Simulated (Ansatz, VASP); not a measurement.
P: VASP beside Ansatz

Contents of INCAR:

```
PREC = Accurate ; ENCUT = 520
EDIFF = 1E-7 ; ISMEAR = -1
SIGMA = 0.05 ; LREAL = False
LASPH = True ; NELM = 60
ALGO = Normal ; ISIF = 2
LWAVE = False ; LCHARG = False
GGA = CA ; NBANDS = 8
```

File KPOINTS:

```
regular mesh
0
Gamma
  17 17 17
```

POSCAR

```
P
1.0
   -1.5032544752      1.5032544752      1.5032544752
    1.5032544752     -1.5032544752      1.5032544752
    1.5032544752      1.5032544752     -1.5032544752
P
1
Direct
    0.0000000000      0.0000000000      0.0000000000
```

Input for Ansatz:

```yaml
crystal:
  lattice:
    - [-1.5032544752, 1.5032544752, 1.5032544752]
    - [1.5032544752, -1.5032544752, 1.5032544752]
    - [1.5032544752, 1.5032544752, -1.5032544752]
  atoms:
    - { symbol: P, position: [0.0, 0.0, 0.0] }
kpoints:
  mp_grid: { grid: [17, 17, 17] }
  band_path:
    path:
      - [0.0, 0.0, 0.0]
      - [0.5, -0.5, 0.5]
      - [0.0, 0.0, 0.5]
      - [0.0, 0.0, 0.0]
      - [0.25, 0.25, 0.25]
      - [0.5, -0.5, 0.5]
      - [0.25, 0.25, 0.25]
      - [0.0, 0.0, 0.5]
    npoints: 8
scf:
  occupations: { method: fermi_dirac, width: 0.05 }
hamiltonian:
  xc: lda
  pseudopotentials: { kind: paw }
output:
  forces: true
  stress: true
  eigenvalues: true
  populations: true
  dos: { projected: true, de: 0.2, e_range: [-14, 8] }
  write_density: true
  write_potential: true
  elf: true
  volumetric_format: npy
```

Change from the starting cell: volume scaled by 1, PAW files.

Alike in both runs: task single point; functional LDA; k mesh 17 × 17 × 17; occupations fermi-dirac, width 0.05 eV; no spin polarisation.

|  | VASP | Ansatz |
| --- | --- | --- |
| version | VASP 6.6.1 | Ansatz 0.2.0 |
| potentials or method | VASP PAW LDA potentials, release 64 (P) | PAW with Ansatz's default frozen-core files, scalar-relativistic |
| plane-wave cutoff (eV) | 520 | 420 |
| valence electrons in the cell | 5 | 5 |

```tsv
	VASP	Ansatz	Ansatz less VASP
pressure (GPa)	-0.1	0.0	+0.09
```
